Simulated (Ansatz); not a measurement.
# Cu/BN/Zn: conductance against the thickness of the layer

How fast does the current through Cu/BN/Zn fall with each added layer? The lower electrode is Cu fcc(111), the upper one Zn hcp(0001); the barrier is BN zinc blende(111) (whole bilayers). In the first transport cell, after relaxation, the nearest pair of electrode and barrier is Cu–N at 2.00 Å, along the normal, at the lower face and Zn–B at 2.70 Å, at a slant, too long for a bond, at the upper one. A gap without bonds adds to the barrier. All share a net of side 2.567 Å, which strains the lower electrode by +0.0 %, the upper one by -3.5 % and the barrier by +0.0 %, against typed lattice constants near PBE's. The first steps treat the bulk electrodes alone.

Method: PBE DFT, plane waves, PAW files, in the first sound run; inputs show where later runs differ, in Ansatz 0.2.0.

**1. The structure**

The structure is cubic, space group Fm-3m (No. 225). The conventional cell has a = 3.630 Å, b = 3.630 Å, c = 3.630 Å, α = 90.00°, β = 90.00°, γ = 90.00°. Cu has 12 Cu at 2.57 Å nearest.

**2. The strained electrode, 3 atoms, electrode Cu fcc(111)**

The electrode is held to the junction's net and relaxed along the normal; its spacing is used for the ideal lead layers.

input.yaml reads:

```yaml
crystal:
  lattice:
    - [2.567, 0.0, 0.0]
    - [-1.2835, 2.2230872115, 0.0]
    - [0.0, 0.0, 6.2869974147]
  atoms:
    - { symbol: Cu, position: [0.0, 0.0, 0.0] }
    - { symbol: Cu, position: [0.3333333333, 0.6666666667, 0.3333333333] }
    - { symbol: Cu, position: [0.6666666667, 0.3333333333, 0.6666666667] }
kpoints:
  mp_grid: { grid: [18, 18, 5] }
scf:
  occupations: { method: fermi_dirac, width: 0.1 }
  max_iter: 150
hamiltonian:
  xc: pbe
relax:
  f_tol: 0.01
  max_steps: 40
  cell: { fix: [a, b, angles] }
```

On the command line:

```
ansatz run input.yaml --threads 4 --pin off --max-ram 18432MiB --backend cpu --events-out ev --progress --plain --runs-dir out
```

Numbers of over 12 decimals in the logs are rounded to 6 here.

Output:

```text
Engine: ansatz 0.2.0, aarch64-unknown-linux-gnu
Pseudopotentials: kind: paw
Pseudopotential: Cu, paw, valence charge 19, recommended cutoff 420 eV (normal), Cu.paw.azcp
Functional definition: PBE
  parameter kappa = 0.804
  parameter beta = 0.066725
  exchange = pbe_x(kappa = kappa, mu = beta*pi^2/3)
  correlation = pbe_c(beta = beta)
Crystal: 3 atoms, lattice volume = 35.878 Å³
Basis set: ecut = 420 eV, 723 PW (Γ), exchange–correlation on 36×36×90 points (8 copies of the dense FFT grid, shifted against one another)
Bands: 35, of which v1, the nominal top of the filled ones, is band 29 counted from 1 (28 counted from 0)
Symmetry: 36 space group operations
Space group: R-3m (ITA 166), of the structure as read, at distance tolerance 3.3e-5 Å
k-points: 165 of 1620
Non-local potential: Cu, projectors of the file, l = 0: 3, l = 1: 2, l = 2: 3, l = 3: 1
PAW form: soft (Blöchl's): semilocal exchange-correlation on the pseudo side does not see the compensation charge
PAW one-centre angular grid: Cu, 590 points (default); XC on 64 Gauss nodes
Initial density: superposition of atomic densities (neutral atoms: chi_scale 0, normalization atom), corrected by the library's trained network
Initial wavefunctions: pseudopotential atomic-orbital guess
Functional: x = pbe(κ = 0.804, μ = 0.219515), c = pbe(β = 0.066725)
SCF iter   1: F=—  HF=-19875.537766 eV  |F-HF|=—  |Δ(HF+E_count)|=         —  Δρ=7.40e-4  dr2=5.03e-5  ethr=1.77e-3  ⟨swp⟩=5.1  Hψ=18777  notcnv=0  defer=60
preconditioner: auto → Kerker (q_TF=auto, 2.947 Å⁻¹)  [metal: Δε(μ)=0.026 eV  Ē_g=11.183 eV  σ=0.100 eV  W_gap=0.06  n_scr=10 (ndim 8)  ℏωp=35.6 eV  f_vac=0.000  D(μ)=0.91/eV (n_scr^D=4)]
SCF iter   2: F=—  HF=-19875.538172 eV  |F-HF|=—  |Δ(HF+E_count)|=   4.05e-4  Δρ=4.70e-4  dr2=2.92e-5  ethr=8.82e-8  ⟨swp⟩=3.1  Hψ=15104  notcnv=0  defer=62
SCF iter   3: F=—  HF=-19875.538219 eV  |F-HF|=—  |Δ(HF+E_count)|=   4.76e-5  Δρ=1.78e-4  dr2=3.69e-6  ethr=5.11e-8  ⟨swp⟩=2.0  Hψ=8313  notcnv=0  defer=62
SCF iter   4: F=—  HF=-19875.538221 eV  |F-HF|=—  |Δ(HF+E_count)|=   1.35e-6  Δρ=4.95e-5  dr2=5.03e-7  ethr=6.47e-9  ⟨swp⟩=2.1  Hψ=8509  notcnv=0  defer=62
iter 5 did not close the SCF: its close was put off for the readings that it lacked (scf_convergence_deferred on its scf_iter line)
SCF iter   5: F=-19875.538221 eV  HF=-19875.538221 eV  |F-HF|=8.15e-10  |Δ(HF+E_count)|=   2.88e-7  Δρ=1.40e-5  dr2=4.79e-8  ethr=8.83e-10  ⟨swp⟩=2.0  Hψ=8146  notcnv=0  defer=62
SCF iter   6: F=-19875.538221 eV  HF=-19875.538221 eV  |F-HF|=1.27e-10  |Δ(HF+E_count)|=   1.95e-8  Δρ=3.15e-6  dr2=2.46e-9  ethr=8.40e-11  ⟨swp⟩=2.3  Hψ=17912  notcnv=0
SCF 1 converged in 6 iterations: F = -19875.538221 eV  dr2 = 2.46e-9
  greatest PAW one-centre occupation: 1.000 electrons in one spin orbital (limit 2), on the Cu atom at site 2 (counted from 0), in its partial waves of l = 0
relax step   1: F+E_penalty+E_count = -19875.53822092 eV  Δ(F+E_penalty+E_count) = +0.000e0 eV  max|allowed force component| = 3.010e-27 eV/Å  Δτ_max = 0.0000 Å  P = -0.003 GPa  Ω = 35.878 Å³  fix = [a, b, alpha, beta, gamma]  reactions: a +0.056, b +0.056 GPa  (6 SCF iters, dr2 threshold 1.00e-7 eV, accepted)
Crystal: 3 atoms, lattice volume = 35.870 Å³
Initial density: handed on by an earlier stage of this run
Initial wavefunctions: those handed on with the density
iter 1 solved again at ethr=2.47e-9 eV; its pass at ethr=3.10e-3 eV (dr2=1.41e-6 eV) is discarded
SCF iter   1: F=—  HF=-19875.538223 eV  |F-HF|=—  |Δ(HF+E_count)|=         —  Δρ=8.13e-5  dr2=1.48e-6  ethr=2.47e-9  ⟨swp⟩=2.1  Hψ=23911  notcnv=0
preconditioner: auto → Kerker (q_TF=auto, 2.947 Å⁻¹)  [metal: Δε(μ)=0.027 eV  Ē_g=11.183 eV  σ=0.100 eV  W_gap=0.07  n_scr=10 (ndim 8)  ℏωp=35.6 eV  f_vac=0.000  D(μ)=0.91/eV (n_scr^D=4)]
SCF iter   2: F=—  HF=-19875.538231 eV  |F-HF|=—  |Δ(HF+E_count)|=   8.03e-6  Δρ=1.92e-5  dr2=1.05e-7  ethr=2.47e-9  ⟨swp⟩=2.2  Hψ=7637  notcnv=0
SCF iter   3: F=—  HF=-19875.538231 eV  |F-HF|=—  |Δ(HF+E_count)|=   4.83e-8  Δρ=1.36e-5  dr2=5.30e-8  ethr=1.84e-10  ⟨swp⟩=2.3  Hψ=8716  notcnv=0
iter 4 did not close the SCF: its close was put off for the readings that it lacked (scf_convergence_deferred on its scf_iter line)
SCF iter   4: F=-19875.538231 eV  HF=-19875.538231 eV  |F-HF|=1.77e-9  |Δ(HF+E_count)|=   7.61e-9  Δρ=2.83e-6  dr2=1.16e-9  ethr=9.30e-11  ⟨swp⟩=2.1  Hψ=7445  notcnv=0
iter 5 did not close the SCF: its close was put off for the readings that it lacked (scf_convergence_deferred on its scf_iter line)
SCF iter   5: F=-19875.538231 eV  HF=-19875.538231 eV  |F-HF|=7.28e-12  |Δ(HF+E_count)|=   2.79e-9  Δρ=5.33e-7  dr2=7.20e-11  ethr=2.04e-12  ⟨swp⟩=2.0  Hψ=10513  notcnv=0
SCF iter   6: F=-19875.538231 eV  HF=-19875.538231 eV  |F-HF|=3.64e-12  |Δ(HF+E_count)|=  2.55e-11  Δρ=1.23e-7  dr2=3.95e-12  ethr=1.00e-12  ⟨swp⟩=1.8  Hψ=13320  notcnv=0
SCF 2 converged in 6 iterations: F = -19875.538231 eV  dr2 = 3.95e-12
relax step   2: F+E_penalty+E_count = -19875.53823106 eV  Δ(F+E_penalty+E_count) = -1.014e-5 eV  max|allowed force component| = 1.007e-27 eV/Å  Δτ_max = 0.0000 Å  P = +0.026 GPa  Ω = 35.870 Å³  energy of the carried Pulay correction = +5.671e-6 eV  fix = [a, b, alpha, beta, gamma]  reactions: a +0.074, b +0.074 GPa  (6 SCF iters, dr2 threshold 3.66e-8 eV, accepted)
Crystal: 3 atoms, lattice volume = 35.860 Å³
iter 1 solved again at ethr=4.58e-9 eV; its pass at ethr=3.10e-3 eV (dr2=2.61e-6 eV) is discarded
SCF iter   1: F=—  HF=-19875.538233 eV  |F-HF|=—  |Δ(HF+E_count)|=         —  Δρ=1.10e-4  dr2=2.74e-6  ethr=4.58e-9  ⟨swp⟩=2.1  Hψ=23613  notcnv=0
preconditioner: auto → Kerker (q_TF=auto, 2.947 Å⁻¹)  [metal: Δε(μ)=0.029 eV  Ē_g=11.185 eV  σ=0.100 eV  W_gap=0.07  n_scr=10 (ndim 8)  ℏωp=35.6 eV  f_vac=0.000  D(μ)=0.91/eV (n_scr^D=4)]
SCF iter   2: F=—  HF=-19875.538241 eV  |F-HF|=—  |Δ(HF+E_count)|=   7.87e-6  Δρ=2.53e-5  dr2=1.88e-7  ethr=4.58e-9  ⟨swp⟩=2.2  Hψ=7833  notcnv=0
SCF iter   3: F=—  HF=-19875.538241 eV  |F-HF|=—  |Δ(HF+E_count)|=   8.35e-8  Δρ=1.80e-5  dr2=9.72e-8  ethr=3.30e-10  ⟨swp⟩=2.3  Hψ=8907  notcnv=0
iter 4 did not close the SCF: its close was put off for the readings that it lacked (scf_convergence_deferred on its scf_iter line)
SCF iter   4: F=-19875.538241 eV  HF=-19875.538241 eV  |F-HF|=2.99e-9  |Δ(HF+E_count)|=   1.49e-8  Δρ=3.98e-6  dr2=2.50e-9  ethr=1.70e-10  ⟨swp⟩=2.1  Hψ=7446  notcnv=0
iter 5 did not close the SCF: its close was put off for the readings that it lacked (scf_convergence_deferred on its scf_iter line)
SCF iter   5: F=-19875.538241 eV  HF=-19875.538241 eV  |F-HF|=1.46e-11  |Δ(HF+E_count)|=   4.65e-9  Δρ=8.49e-7  dr2=2.02e-10  ethr=4.39e-12  ⟨swp⟩=2.0  Hψ=10501  notcnv=0
SCF iter   6: F=-19875.538241 eV  HF=-19875.538241 eV  |F-HF|=3.64e-12  |Δ(HF+E_count)|=  4.73e-11  Δρ=2.03e-7  dr2=1.15e-11  ethr=1.00e-12  ⟨swp⟩=2.0  Hψ=15112  notcnv=0
SCF 3 converged in 6 iterations: F = -19875.538241 eV  dr2 = 1.15e-11
relax step   3: F+E_penalty+E_count = -19875.53824110 eV  Δ(F+E_penalty+E_count) = -1.004e-5 eV  max|allowed force component| = 8.975e-29 eV/Å  Δτ_max = 0.0000 Å  P = +0.066 GPa  Ω = 35.860 Å³  energy of the carried Pulay correction = +1.346e-5 eV  fix = [a, b, alpha, beta, gamma]  reactions: a +0.099, b +0.099 GPa  (6 SCF iters, dr2 threshold 1.23e-8 eV, accepted)
Initial wavefunctions: pseudopotential atomic-orbital guess (no wavefunctions were taken with the density)
iter 1 solved again at ethr=6.52e-10 eV; its pass at ethr=3.10e-3 eV (dr2=3.71e-7 eV) is discarded
SCF iter   1: F=—  HF=-19875.538219 eV  |F-HF|=—  |Δ(HF+E_count)|=         —  Δρ=1.58e-6  dr2=1.31e-10  ethr=6.52e-10  ⟨swp⟩=4.2  Hψ=39779  notcnv=0
preconditioner: auto → Kerker (q_TF=auto, 2.947 Å⁻¹)  [metal: Δε(μ)=0.028 eV  Ē_g=11.186 eV  σ=0.100 eV  W_gap=0.07  n_scr=10 (ndim 8)  ℏωp=35.6 eV  f_vac=0.000  D(μ)=0.91/eV (n_scr^D=4)]
SCF iter   2: F=—  HF=-19875.538227 eV  |F-HF|=—  |Δ(HF+E_count)|=   8.22e-6  Δρ=1.49e-6  dr2=4.68e-10  ethr=1.00e-12  ⟨swp⟩=2.1  Hψ=10686  notcnv=0
SCF iter   3: F=—  HF=-19875.538227 eV  |F-HF|=—  |Δ(HF+E_count)|=  1.09e-11  Δρ=5.49e-7  dr2=6.18e-11  ethr=1.00e-12  ⟨swp⟩=1.0  Hψ=5775  notcnv=0
iter 4 did not close the SCF: its close was put off for the readings that it lacked (scf_convergence_deferred on its scf_iter line)
SCF iter   4: F=-19875.538227 eV  HF=-19875.538227 eV  |F-HF|=7.28e-12  |Δ(HF+E_count)|=  1.82e-11  Δρ=1.61e-7  dr2=5.41e-12  ethr=1.00e-12  ⟨swp⟩=1.0  Hψ=5775  notcnv=0
iter 5 did not close the SCF: its close was put off for the readings that it lacked (scf_convergence_deferred on its scf_iter line)
SCF iter   5: F=-19875.538227 eV  HF=-19875.538227 eV  |F-HF|=3.64e-12  |Δ(HF+E_count)|=    0.00e0  Δρ=4.92e-8  dr2=5.90e-13  ethr=1.00e-12  ⟨swp⟩=1.0  Hψ=5775  notcnv=0
iter 6 did not close the SCF: its close was put off for the readings that it lacked (scf_convergence_deferred on its scf_iter line)
SCF iter   6: F=-19875.538227 eV  HF=-19875.538227 eV  |F-HF|=7.28e-12  |Δ(HF+E_count)|=  3.64e-12  Δρ=1.15e-8  dr2=3.75e-14  ethr=1.00e-12  ⟨swp⟩=1.0  Hψ=5775  notcnv=0
iter 7 did not close the SCF: its close was put off for the readings that it lacked (scf_convergence_deferred on its scf_iter line)
SCF iter   7: F=-19875.538227 eV  HF=-19875.538227 eV  |F-HF|=3.64e-12  |Δ(HF+E_count)|=  3.64e-12  Δρ=1.42e-9  dr2=4.97e-16  ethr=1.00e-12  ⟨swp⟩=1.0  Hψ=5775  notcnv=0
SCF iter   8: F=-19875.538227 eV  HF=-19875.538227 eV  |F-HF|=3.64e-12  |Δ(HF+E_count)|=  3.64e-12  Δρ=4.09e-10  dr2=2.20e-17  ethr=1.00e-12  ⟨swp⟩=2.1  Hψ=15113  notcnv=0
SCF 4 converged in 8 iterations: F = -19875.538227 eV  dr2 = 2.20e-17
relax step   4: F+E_penalty+E_count = -19875.53822726 eV  Δ(F+E_penalty+E_count) = +1.384e-5 eV  max|allowed force component| = 4.926e-29 eV/Å  Δτ_max = 0.0000 Å  P = +0.067 GPa  Ω = 35.860 Å³  fix = [a, b, alpha, beta, gamma]  reactions: a +0.100, b +0.100 GPa  stress off target by 1.08e-3 GPa on what of the cell is left free  SCF on the basis re-selected at this cell (its energy is not comparable with the rows above)  (8 SCF iters)
basis re-selected at this cell: Δ(F+E_penalty+E_count) = +1.384e-5 eV, ΔP = +0.001 GPa vs the last step (what re-selecting the basis moved, of the pressure what is left beyond the Pulay correction that the steps carried, after the strain that the cell walked since its last selection, with what the two solves' SCF thresholds leave and, on support functions, any second-order correction that the steps lacked; it is no m [...]
SCF converged after 8 iterations
Free energy (F): -19875.538227 eV
Harris-Foulkes:  -19875.538227 eV  (|F-HF|=3.64e-12)
Internal energy: -19875.508208 eV  (E = F + TS)
E sigma→0 (E₀):  -19875.523218 eV
Entropy (-TS):   -0.030019 eV (-10.006 meV/atom)
Fermi energy:    16.528495 eV
--- Per-component energies (eV) ---
  E_band       = -1090.869654
  E_kinetic    = 899.393562
  E_local      = -12217.355679  (includes V_loc(G=0)·N_el)
  E_nonlocal   = 1169.646173
  E_hartree    = 5379.884713
  E_xc         = -268.458861
  E_vxc        = -346.425681  (∫ρ·V_xc dr)
  E_paw        = -4988.833286  (= ΣΔE_a)
  E_vpaw       = -1355.898184  (= ΣTr[D̂ρ^β])
  E_aug_tail   = 0.000731  (compensation charges beyond the density's cutoff)
  E_ewald      = -9849.785562
  E_smearing   = -0.030019  (= −TS)
  E_closure    = -0.000000  (closes the sum)
  Σ components = -19875.538227   (vs F -19875.538227, Δ=0.00e0)
--- Forces (eV/Å), atoms counted from 1 ---
  atom   1  Cu     0.00000000    -0.00000000     0.00000000
  atom   2  Cu     0.00000000    -0.00000000     0.00000000
  atom   3  Cu    -0.00000000    -0.00000000     0.00000000
  max |Σ_I F_I| component: 5.60e-29 eV/Å
--- Stress (GPa, compression-positive) ---
        0.099756       0.000000       0.000000
       -0.000000       0.099756      -0.000000
        0.000000      -0.000000       0.001082
  P = ⅓ Tr σ = 0.0669 GPa (0.669 kbar)
--- Relaxed structure (3 steps of the walk, 3 accepted, 1 SCFs on fresh bases) ---
  F+E_penalty+E_count = -19875.53822726 eV   max|allowed force component| = 4.926e-29 eV/Å   (the final SCF, on the basis selected at the relaxed cell)
  cell:  # Å, volume = 35.8600 Å³
    - [2.567000, 0, 0]
    - [-1.283500, 2.223087, 0]
    - [0, 0, 6.283883]
  atoms:
    - { symbol: Cu, position: [0, 0, 0] }
    - { symbol: Cu, position: [0.333333, 0.666667, 0.333333] }
    - { symbol: Cu, position: [0.666667, 0.333333, 0.666667] }
```

Run time: 10 s. Hardware: 4 threads of Arm Neoverse V1, shared host; peak memory 0.44 GiB; 37 s of CPU time.

Little changed from the start: no atom moved by 0.005 Å and no cell edge by 0.1 %.

Numbers from this step:

- free energy: -19875.5382 eV
- Fermi energy: 16.53 eV
- pressure: 0.06686 GPa

**3. The strained electrode, 2 atoms, electrode Zn hcp(0001)**

System of this step: Zn. The structure is hexagonal, space group P6_3/mmc (No. 194). Conventional cell: a = 2.567 Å, b = 2.567 Å, c = 5.071 Å, α = 90.00°, β = 90.00°, γ = 120.00°. Zn has 6 Zn at 2.57 Å nearest.

The electrode is held to the junction's net and relaxed along the normal; its spacing is used for the ideal lead layers.

input.yaml, the sections that differ from step 2:

```yaml
crystal:
  lattice:
    - [2.567, 0.0, 0.0]
    - [-1.2835, 2.2230872115, 0.0]
    - [0.0, 0.0, 5.0711447368]
  atoms:
    - { symbol: Zn, position: [0.0, 0.0, 0.0] }
    - { symbol: Zn, position: [0.3333333333, 0.6666666667, 0.5] }
kpoints:
  mp_grid: { grid: [18, 18, 6] }
# scf, hamiltonian, relax: as in step 2
```

Output:

```text
[...]
Crystal: 2 atoms, lattice volume = 28.939 Å³
Basis set: ecut = 420 eV, 587 PW (Γ), exchange–correlation on 36×36×72 points (8 copies of the dense FFT grid, shifted against one another)
Bands: 16, of which v1, the nominal top of the filled ones, is band 12 counted from 1 (11 counted from 0)
Symmetry: 24 space group operations
[...]
k-points: 148 of 1944
[...]
SCF iter   1: F=—  HF=-6638.035773 eV  |F-HF|=—  |Δ(HF+E_count)|=         —  Δρ=1.20e-3  dr2=3.92e-4  ethr=1.77e-3  ⟨swp⟩=5.2  Hψ=11776  notcnv=0
[...]
SCF iter   7: F=-6638.036197 eV  HF=-6638.036197 eV  |F-HF|=1.66e-8  |Δ(HF+E_count)|=   1.63e-7  Δρ=9.35e-6  dr2=1.38e-8  ethr=4.17e-10  ⟨swp⟩=4.9  Hψ=9439  notcnv=0
SCF 1 converged in 7 iterations: F = -6638.036197 eV  dr2 = 1.38e-8
[...]
relax step   1: F+E_penalty+E_count = -6638.03619734 eV  Δ(F+E_penalty+E_count) = +0.000e0 eV  max|allowed force component| = 1.665e-16 eV/Å  Δτ_max = 0.0000 Å  P = +5.766 GPa  Ω = 28.939 Å³  fix = [a, b, alpha, beta, gamma]  reactions: a +7.429, b +7.429 GPa  (7 SCF iters, dr2 threshold 1.00e-7 eV, accepted)
Crystal: 2 atoms, lattice volume = 29.423 Å³
Basis set: ecut = 420 eV, 623 PW (Γ), exchange–correlation on 36×36×72 points (8 copies of the dense FFT grid, shifted against one another)
[...]
SCF iter   5: F=-6638.040885 eV  HF=-6638.040885 eV  |F-HF|=5.81e-9  |Δ(HF+E_count)|=   1.12e-7  Δρ=1.05e-5  dr2=2.99e-8  ethr=8.33e-10  ⟨swp⟩=4.5  Hψ=8775  notcnv=0
SCF 2 converged in 5 iterations: F = -6638.040885 eV  dr2 = 2.99e-8
relax step   2: F+E_penalty+E_count = -6638.04088548 eV  Δ(F+E_penalty+E_count) = -4.688e-3 eV  max|allowed force component| = 1.388e-16 eV/Å  Δτ_max = 0.0000 Å  P = +4.800 GPa  Ω = 29.423 Å³  energy of the carried Pulay correction = -3.649e-4 eV  fix = [a, b, alpha, beta, gamma]  reactions: a +6.723, b +6.723 GPa  (5 SCF iters, dr2 threshold 2.00e-7 eV, accepted)
Crystal: 2 atoms, lattice volume = 29.735 Å³
[...]
SCF iter   5: F=-6638.041694 eV  HF=-6638.041694 eV  |F-HF|=7.89e-10  |Δ(HF+E_count)|=   6.45e-8  Δρ=6.30e-6  dr2=9.53e-9  ethr=8.33e-10  ⟨swp⟩=4.1  Hψ=8385  notcnv=0
SCF 3 converged in 5 iterations: F = -6638.041694 eV  dr2 = 9.53e-9
[...]
relax step   3: F+E_penalty+E_count = -6638.04169438 eV  Δ(F+E_penalty+E_count) = -8.089e-4 eV  max|allowed force component| = 2.174e-16 eV/Å  Δτ_max = 0.0000 Å  P = +4.234 GPa  Ω = 29.735 Å³  energy of the carried Pulay correction = -5.975e-4 eV  fix = [a, b, alpha, beta, gamma]  reactions: a +6.287, b +6.287 GPa  (5 SCF iters, dr2 threshold 2.00e-7 eV, accepted)
[...]
relax step   4: F+E_penalty+E_count = -6638.04167901 eV  Δ(F+E_penalty+E_count) = +1.537e-5 eV  max|allowed force component| = 1.110e-16 eV/Å  Δτ_max = 0.0000 Å  P = +4.149 GPa  Ω = 29.784 Å³  energy of the carried Pulay correction = -6.337e-4 eV  fix = [a, b, alpha, beta, gamma]  reactions: a +6.220, b +6.220 GPa  (4 SCF iters, dr2 threshold 4.18e-8 eV, accepted)
[...]
SCF iter   6: F=-6638.042278 eV  HF=-6638.042278 eV  |F-HF|=1.82e-12  |Δ(HF+E_count)|=   2.29e-9  Δρ=7.29e-8  dr2=5.33e-13  ethr=1.00e-12  ⟨swp⟩=5.4  Hψ=10499  notcnv=0
SCF 5 converged in 6 iterations: F = -6638.042278 eV  dr2 = 5.33e-13
relax step   5: F+E_penalty+E_count = -6638.04227757 eV  Δ(F+E_penalty+E_count) = -5.986e-4 eV  max|allowed force component| = 1.064e-16 eV/Å  Δτ_max = 0.0000 Å  P = +4.143 GPa  Ω = 29.784 Å³  fix = [a, b, alpha, beta, gamma]  reactions: a +6.216, b +6.216 GPa  stress off target by 2.86e-3 GPa on what of the cell is left free  SCF on the basis re-selected at this cell (its energy is not comparable with the rows above)  (6 SCF iters)
basis re-selected at this cell: Δ(F+E_penalty+E_count) = -5.986e-4 eV, ΔP = -0.006 GPa vs the last step (what re-selecting the basis moved, of the pressure what is left beyond the Pulay correction that the steps carried, after the strain that the cell walked since its last selection, with what the two solves' SCF thresholds leave and, on support functions, any second-order correction that the steps lacked; it is no m [...]
SCF converged after 6 iterations
Free energy (F): -6638.042278 eV
[...]
Internal energy: -6638.025958 eV  (E = F + TS)
E sigma→0 (E₀):  -6638.034118 eV
Entropy (-TS):   -0.016320 eV (-8.160 meV/atom)
Fermi energy:    11.166871 eV
[...]
--- Stress (GPa, compression-positive) ---
        6.216049       0.000000      -0.000000
        0.000000       6.216049       0.000000
       -0.000000       0.000000      -0.002861
  P = ⅓ Tr σ = 4.1431 GPa (41.431 kbar)
--- Relaxed structure (4 steps of the walk, 4 accepted, 1 SCFs on fresh bases) ---
[...]
cell:  # Å, volume = 29.7838 Å³
    - [2.567000, 0, 0]
    - [-1.283500, 2.223087, 0]
    - [0, 0, 5.219128]
  atoms:
    - { symbol: Zn, position: [9.251858539620023e-18, -5.088522196306341e-17, 0] }
    - { symbol: Zn, position: [0.333333, 0.666667, 0.500000] }
```

The job ended after 5.3 s (4 threads; peak memory 0.36 GiB).

Step by step:

| step | energy less that of the first step (eV) | largest force component (eV/Å) | pressure (GPa) | volume (Å³) |
| --- | --- | --- | --- | --- |
| 1 | 0.0000 | 0.0000 | 5.77 | 28.94 |
| 2 | -0.0047 | 0.0000 | 4.80 | 29.42 |
| 3 | -0.0055 | 0.0000 | 4.23 | 29.74 |
| 4 | -0.0055 | 0.0000 | 4.15 | 29.78 |
| 5* | -0.0061 | 0.0000 | 4.14 | 29.78 |

Relaxation steps marked * repeat the geometry before them on a plane-wave basis chosen anew for their cell, so energy and pressure can jump there.

Forces are held to the 24 operations that the run works with; a distortion that breaks them can't arise in this run.

| conventional cell, symmetrised | before | after | change |
| --- | --- | --- | --- |
| a (Å) | 2.567 | 2.567 | -0.0 % |
| b (Å) | 2.567 | 2.567 | -0.0 % |
| c (Å) | 5.071 | 5.219 | +2.9 % |
| volume (Å³/atom) | 14.47 | 14.89 | +2.9 % |

Final coordinates:

```xyz
2
Lattice="2.5670 0.0000 0.0000 -1.2835 2.2231 0.0000 0.0000 0.0000 5.2191" Properties=species:S:1:pos:R:3 pbc="T T T"
Zn    0.0000    0.0000    0.0000
Zn    0.0000    1.4821    2.6096
```

Numbers from this step:

```yaml
free_energy: -6638.0423 eV
fermi_energy: 11.17 eV
pressure: 4.143 GPa
```

(Part 1 of 6 ends here.)

[Logs are printed without paths, hosts, clocks, repeated set-up lines and the standing remarks that a program may print on its own settings, such as how far it seeks lower states.]

[Hosts, paths, dates, database ids (printed as entryN), source tags and the programs' standing remarks are cut or masked in the printed files.]
